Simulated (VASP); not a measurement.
# Si (Fd-3m) in VASP: notebook

One crystal, Si, is run at these levels: PBEsol; tasks: single point, relaxation of cell and atoms.

Everything below comes from runs of VASP 6.6.1. Logs are shortened: lines on timing, memory, paths and dates and some standing lists are left out, and cuts for length are marked.

### Step 1. The crystal as given

The structure is cubic, space group Fd-3m (No. 227). Conventional cell: a = 5.434 Å, b = 5.434 Å, c = 5.434 Å, α = 90.00°, β = 90.00°, γ = 90.00°. Si (site symmetry -43m) is surrounded by 4 Si at 2.35 Å.

### Step 2. Single point, PBEsol

The input, INCAR:

```
SYSTEM = Si
PREC = Accurate ; ENCUT = 520
EDIFF = 1E-7 ; ISMEAR = 0
SIGMA = 0.02 ; LREAL = .False.
LASPH = .True. ; NELM = 100
ALGO = Normal ; ISIF = 2
LWAVE = .False. ; LCHARG = .False.
GGA = PS ; NBANDS = 11
```

The input, KPOINTS:

```
Automatic mesh
0
Gamma
  10 10 10
  0 0 0
```

The input, POSCAR:

```
Si
1.0
    0.0000000000      2.7169170452      2.7169170452
    2.7169170452      0.0000000000      2.7169170452
    2.7169170452      2.7169170452      0.0000000000
Si
2
Direct
    0.2500000000      0.2500000000      0.2500000000
    0.0000000000      0.0000000000      0.0000000000
```

Potentials or basis: VASP PAW PBE potentials, release 64 (Si).

Launch:

```console
$ cat potpaw_PBE.64/Si/POTCAR > POTCAR
$ mpirun -np 1 vasp_std > vasp.out
```

OUTCAR:

```text
SYSTEM = Si
   PREC = Accurate
   ENCUT = 520
   EDIFF = 1E-7
   ISMEAR = 0
   LREAL = .False.
   LASPH = .True.
   NELM = 100
   ISIF = 2
   GGA = PS

 ion  position               nearest neighbor table
   1  0.250  0.250  0.250-   2 2.35   2 2.35   2 2.35   2 2.35
   2  0.000  0.000  0.000-   1 2.35   1 2.35   1 2.35   1 2.35

  LATTYP: Found a face centered cubic cell.
 ALAT       =     5.4338340904

  Lattice vectors:

 A1 = (   0.0000000000,   2.7169170452,   2.7169170452)
 A2 = (   2.7169170452,   0.0000000000,   2.7169170452)
 A3 = (   2.7169170452,   2.7169170452,   0.0000000000)

Analysis of symmetry for initial positions (statically):
=====================================================================
 Subroutine PRICEL returns:
 Original cell was already a primitive cell.

 Routine SETGRP: Setting up the symmetry group for a
 face centered cubic supercell.

 Subroutine GETGRP returns: Found 48 space group operations
 (whereof 24 operations were pure point group operations)
 out of a pool of 48 trial point group operations.

The static configuration has the point symmetry T_d .
 The point group associated with its full space group is O_h .

Analysis of symmetry for dynamics (positions and initial velocities):
=====================================================================
 Subroutine PRICEL returns:
 Original cell was already a primitive cell.

 Routine SETGRP: Setting up the symmetry group for a
 face centered cubic supercell.

 Subroutine GETGRP returns: Found 48 space group operations
 (whereof 24 operations were pure point group operations)
 out of a pool of 48 trial point group operations.

The dynamic configuration has the point symmetry T_d .
 The point group associated with its full space group is O_h .

 Subroutine INISYM returns: Found 48 space group operations
 (whereof 24 operations are pure point group operations),
 and found     1 'primitive' translations

----------------------------------------------------------------------------------------

                                     Primitive cell

  volume of cell :      40.1106

  direct lattice vectors                    reciprocal lattice vectors
     0.000000000  2.716917045  2.716917045    -0.184032119  0.184032119  0.184032119
     2.716917045  0.000000000  2.716917045     0.184032119 -0.184032119  0.184032119
     2.716917045  2.716917045  0.000000000     0.184032119  0.184032119 -0.184032119

  length of vectors
     3.842300933  3.842300933  3.842300933     0.318752980  0.318752980  0.318752980

  position of ions in fractional coordinates (direct lattice)
     0.250000000  0.250000000  0.250000000
     0.000000000  0.000000000  0.000000000

  ion indices of the primitive-cell ions
   primitive index   ion index
                 1           1
                 2           2

----------------------------------------------------------------------------------------

 KPOINTS: Automatic mesh

Automatic generation of k-mesh.
 Grid dimensions read from file:
 generate k-points for:   10   10   10

 Generating k-lattice:

  Cartesian coordinates                     Fractional coordinates (reciprocal lattice)
    -0.018403212  0.018403212  0.018403212     0.100000000  0.000000000  0.000000000
     0.018403212 -0.018403212  0.018403212     0.000000000  0.100000000  0.000000000
     0.018403212  0.018403212 -0.018403212     0.000000000  0.000000000  0.100000000

  Length of vectors
     0.031875298  0.031875298  0.031875298

  Shift w.r.t. Gamma in fractional coordinates (k-lattice)
     0.000000000  0.000000000  0.000000000

 Subroutine IBZKPT returns following result:
 ===========================================

 Found     47 irreducible k-points:

 Following reciprocal coordinates:
            Coordinates               Weight
  0.000000  0.000000  0.000000      1.000000
  0.100000  0.000000  0.000000      8.000000
  0.200000  0.000000  0.000000      8.000000
  0.300000  0.000000  0.000000      8.000000
  0.400000  0.000000  0.000000      8.000000
  0.500000  0.000000  0.000000      4.000000
[... 16 lines left out ...]
  0.300000  0.300000  0.000000      6.000000
  0.400000  0.300000  0.000000     24.000000
 [... further k-points ...]
   k-points           NKPTS =     47   k-points in BZ     NKDIM =     47   number of bands    NBANDS=     11
   number of dos      NEDOS =    301   number of ions     NIONS =      2
   total plane-waves  NPLWV =  27000
   dimension x,y,z NGX =    30 NGY =   30 NGZ =   30
   dimension x,y,z NGXF=    60 NGYF=   60 NGZF=   60
   ions per type =               2
   NGX,Y,Z   is equivalent  to a cutoff of  12.98, 12.98, 12.98 a.u.
   NGXF,Y,Z  is equivalent  to a cutoff of  25.96, 25.96, 25.96 a.u.
 SYSTEM =  Si
   PREC   = accura    normal or accurate (medium, high low for compatibility)
   ISTART =      0    job   : 0-new  1-cont  2-samecut
   ICHARG =      2    charge: 1-file 2-atom 10-const
   ISPIN  =      1    spin polarized calculation?
   LNONCOLLINEAR =      F non collinear calculations
   LSORBIT =      F    spin-orbit coupling
   LASPH  =      T    aspherical Exc in radial PAW
   ENCUT  =  520.0 eV  38.22 Ry    6.18 a.u.   7.14  7.14  7.14*2*pi/ulx,y,z
   NELM   =    100;   NELMIN=  2; NELMDL= -5     # of ELM steps
   EDIFF  = 0.1E-06   stopping-criterion for ELM
   LREAL  =      F    real-space projection
   EDIFFG = 0.1E-05   stopping-criterion for IOM
   NSW    =      0    number of steps for IOM
   IBRION =     -1    ionic relax: 0-MD 1-quasi-New 2-CG
   NFREE  =      0    steps in history (QN), initial steepest desc. (CG)
   ISIF   =      2    stress and relaxation
   ISYM   =      2    0-nonsym 1-usesym 2-fastsym
   POTIM  = 0.5000    time-step for ionic-motion
   TEBEG  =    0.0;   TEEND  =   0.0 temperature during run
   PSTRESS=    0.0 pullay stress
   NELECT =       8.0000    total number of electrons
   NUPDOWN=      -1.0000    fix difference up-down
   EMIN   =  10.00;   EMAX   =-10.00  energy-range for DOS
   EFERMI =   0.00;   METHOD = LEGACY
   ISMEAR =     0;   SIGMA  =   0.02  broadening in eV -4-tet -1-fermi 0-gaus
   EFERMI_NEDOS =   21; number of points for ismear=-14 and -15
   IALGO  =     38    algorithm
   IMIX   =      4    mixing-type and parameters
     AMIX     =   0.40;   BMIX     =  1.00
     AMIX_MAG =   1.60;   BMIX_MAG =  1.00
  volume/ion in A,a.u.               =      20.06       135.34
  Fermi-wavevector in a.u.,A,eV,Ry     =   0.956500  1.807523 12.447873  0.914893
  Thomas-Fermi vector in A             =   2.085434
   LORBIT       =      0    0 simple, 1 ext, 2 COOP (PROOUT), +10 PAW based schemes
   GGA     = PS    functional components
   LHFCALC =     F    Hartree Fock is set to
   AEXX    =    0.0000 exact exchange contribution
   IVDW    =     0    specifies the selected vdW correction
   LEPSILON=     F    determine dielectric tensor
   LRPA    =     F    only Hartree local field effects (RPA)
 non-spin polarized calculation
 Gauss-broadening in eV      SIGMA  =   0.02
  energy-cutoff  :      520.00
  volume of cell :       40.11
 maximum number of plane-waves:      1106
 NGX is ok and might be reduce to    30
   NGX = 15   NGY = 15   NGZ = 15

 number of electron       8.0000001 magnetization

 Free energy of the ion-electron system (eV)
  ---------------------------------------------------
  ext. energy  EPLUGINS =         0.00000000
  ---------------------------------------------------
  free energy    TOTEN  =       -11.49259116 eV

  energy without entropy =      -11.49259116  energy(sigma->0) =      -11.49259116

 E-fermi :   5.9425     XC(G=0):  -9.5469

 val. band max:        5.7727142025   @ k =   0.0000   0.0000   0.0000
 cond. band min:       6.2422298245   @ k =   0.4000   0.4000   0.0000
 fundamental gap:      0.4695156220
 Fermi energy:         5.9424859034

 k-point     1 :       0.0000    0.0000    0.0000
  band No.  band energies     occupation
      1      -6.2058      2.00000
      2       5.7727      2.00000
      3       5.7727      2.00000
      4       5.7727      2.00000
      5       8.2893      0.00000
      6       8.2893      0.00000
      7       8.2893      0.00000
      8       9.0772      0.00000
      9      13.4601      0.00000
     10      13.4601      0.00000
     11      13.4763      0.00000

 k-point     2 :       0.1000    0.0000    0.0000
  band No.  band energies     occupation
      1      -6.0745      2.00000
      2       4.6162      2.00000
      3       5.5719      2.00000
      4       5.5719      2.00000
      5       8.2894      0.00000
      6       8.5839      0.00000
      7       8.5839      0.00000
      8      10.0057      0.00000
      9      13.0864      0.00000
     10      13.0864      0.00000
     11      14.0279      0.00000

 k-point     3 :       0.2000    0.0000    0.0000
  band No.  band energies     occupation
      1      -5.6870      2.00000
      2       2.7451      2.00000
      3       5.1889      2.00000
      4       5.1889      2.00000
      5       7.9230      0.00000
      6       9.0912      0.00000
      7       9.0912      0.00000
      8      11.7546      0.00000
      9      12.7581      0.00000
     10      12.7581      0.00000
     11      14.7026      0.00000

 k-point     4 :       0.3000    0.0000    0.0000
  band No.  band energies     occupation
      1      -5.0693      2.00000
      2       0.9528      2.00000
      3       4.8538      2.00000
      4       4.8538      2.00000
      5       7.5560      0.00000
      6       9.2517      0.00000
      7       9.2517      0.00000
      8      13.2881      0.00000
      9      13.3043      0.00000
     10      13.3043      0.00000
     11      14.4922      0.00000

 k-point     5 :       0.4000    0.0000    0.0000
  band No.  band energies     occupation
      1      -4.3175      2.00000
      2      -0.5300      2.00000
      3       4.6420      2.00000
      4       4.6420      2.00000
      5       7.3148      0.00000
      6       9.1252      0.00000
      7       9.1252      0.00000
      8      13.4062      0.00000
      9      14.7009      0.00000
     10      14.7009      0.00000
     11      15.7381      0.00000
[... 211 lines left out ...]
 k-point    21 :      -0.3000    0.2000    0.0000
  band No.  band energies     occupation
      1      -4.1313      2.00000
      2       0.0420      2.00000
      3       2.2802      2.00000
      4       4.4498      2.00000
      5       8.1460      0.00000
      6      10.2500      0.00000
      7      10.3074      0.00000
      8      12.3994      0.00000
      9      12.5226      0.00000
     10      15.2316      0.00000
     11      17.5384      0.00000

 k-point    22 :      -0.2000    0.2000    0.0000
  band No.  band energies     occupation
      1      -4.8529      2.00000
      2       1.2869      2.00000
      3       2.7330      2.00000
      4       4.9245      2.00000
      5       8.5993      0.00000
      6       9.7182      0.00000
      7      10.0118      0.00000
      8      11.4204      0.00000
      9      11.8110      0.00000
     10      16.3368      0.00000
     11      16.5059      0.00000

 k-point    23 :       0.3000    0.3000    0.0000
  band No.  band energies     occupation
      1      -4.6527      2.00000
      2       1.3550      2.00000
      3       3.5268      2.00000
      4       3.5268      2.00000
      5       6.5331      0.00000
      6       8.0720      0.00000
      7      12.3832      0.00000
      8      12.3832      0.00000
      9      14.8323      0.00000
     10      15.1978      0.00000
     11      18.0389      0.00000

 k-point    24 :       0.4000    0.3000    0.0000
  band No.  band energies     occupation
      1      -4.0379      2.00000
      2       0.3483      2.00000
      3       2.8871      2.00000
      4       3.3218      2.00000
      5       6.7207      0.00000
      6       7.9079      0.00000
      7      12.6762      0.00000
      8      12.7959      0.00000
      9      16.2077      0.00000
     10      16.4737      0.00000
     11      17.8056      0.00000

 [... further k-points ...]
[... 5 lines left out ...]
  --------------------------------------------------------------------------------------
  -------------------------------------------------------------------------------------
  Total        0.0240037      0.0240037      0.0240037     -0.0000000      0.0000000      0.0000000
  in kB        0.9588033      0.9588033      0.9588033     -0.0000000      0.0000000      0.0000000
  external PRESSURE =       0.9588033 kB  Pullay stress =       0.0000000 kB

 VOLUME and BASIS-vectors are now :
 -----------------------------------------------------------------------------
  energy-cutoff  :      520.00
  volume of cell :       40.11
      direct lattice vectors                 reciprocal lattice vectors
     0.000000000  2.716917045  2.716917045    -0.184032119  0.184032119  0.184032119
     2.716917045  0.000000000  2.716917045     0.184032119 -0.184032119  0.184032119
     2.716917045  2.716917045  0.000000000     0.184032119  0.184032119 -0.184032119

 POSITION                                       TOTAL-FORCE (eV/Angst)
 -----------------------------------------------------------------------------------
      1.35846      1.35846      1.35846         0.000000      0.000000      0.000000
      0.00000      0.00000      0.00000        -0.000000     -0.000000     -0.000000
 -----------------------------------------------------------------------------------
    total drift:                               -0.000000     -0.000000     -0.000000

  FREE ENERGIE OF THE ION-ELECTRON SYSTEM (eV)
  ---------------------------------------------------
  free  energy   TOTEN  =       -11.4925911602 eV

  energy  without entropy=      -11.4925911602  energy(sigma->0) =      -11.49259116
```

Wall time 15 s (1 thread of Intel Xeon Platinum 8488C (Sapphire Rapids), shared host); peak memory 0.16 GiB.

Results:

| Property | Result |
| --- | --- |
| Free energy | -11.4926 eV |
| Pressure | 0.1 GPa |
| Band gap on the k mesh | 0.47 eV, indirect (least direct gap 2.52 eV) |

Caveat: the PAW data sets were made with another functional, which shifts forces and pressure a little. A k mesh can miss the band edges.

### Step 3. Relaxation of cell and atoms, PBEsol

The input, INCAR:

```
SYSTEM = Si
PREC = Accurate ; ENCUT = 600
EDIFF = 1E-6 ; ISMEAR = 0
SIGMA = 0.02 ; LREAL = .False.
LASPH = .True. ; NELM = 100
ALGO = Normal ; ISIF = 3
LWAVE = .False. ; LCHARG = .False.
GGA = PS ; IBRION = 2
NSW = 100 ; EDIFFG = -0.005
```

The input, KPOINTS:

```
regular mesh
0
Gamma
  10 10 10
  0 0 0
```

POSCAR is that of step 2.

Potentials or basis: VASP PAW PBE potentials, release 64 (Si).

Launch:

```console
$ cat potpaw_PBE.64/Si/POTCAR > POTCAR
$ mpirun -np 1 vasp_std > vasp.out
```

Run time: 18 s. Hardware: 1 thread of Intel Xeon Platinum 8488C (Sapphire Rapids), shared host; peak memory 0.17 GiB.

Results (log left out):

```
Free energy                            : -11.4926 eV
Relaxed volume                         : 20.08 Å³/atom
Relaxed cell                           : a = 3.844 Å, b = 3.844 Å, c = 3.844 Å, α = 60.00°, β = 60.00°, γ = 60.00°
Space group after relaxing (to 0.05 Å) : Fd-3m (No. 227)
Energy gained by relaxing              : 0.0 meV/atom
Ionic steps                            : 3
Pressure after relaxing                : 0.0 GPa
Band gap on the k mesh                 : 0.47 eV, indirect (least direct gap 2.52 eV)
```

Final structure:
```cif
data_structure
_symmetry_space_group_name_H-M 'P 1'
_symmetry_Int_Tables_number 1
_cell_length_a 3.8437
_cell_length_b 3.8437
_cell_length_c 3.8437
_cell_angle_alpha 60.000
_cell_angle_beta 60.000
_cell_angle_gamma 60.000
_cell_volume 40.15
loop_
_atom_site_label
_atom_site_type_symbol
_atom_site_fract_x
_atom_site_fract_y
_atom_site_fract_z
_atom_site_occupancy
Si1 Si 0.25000 0.25000 0.25000 1
Si2 Si 0.00000 0.00000 0.00000 1
```

Levels at points of the mesh, in eV from the valence-band top:
```
           k point  band 1  band 2  band 3  band 4  band 5  band 6  band 7  band 8
(0.00, 0.00, 0.00)  -11.97    0.00    0.00    0.00    2.52    2.52    2.52    3.29
(0.50, 0.00, 0.00)   -9.63   -7.00   -1.20   -1.20    1.46    3.27    3.27    7.51
(0.50, 0.50, 0.00)   -7.82   -7.82   -2.87   -2.87    0.59    0.59   10.04   10.04
```

Caveat: the PAW data sets were made with another functional, which shifts forces and pressure a little. A hybrid or GW would open this gap; PBEsol tends to underestimate it.

(Continued in part 2 of 2.)
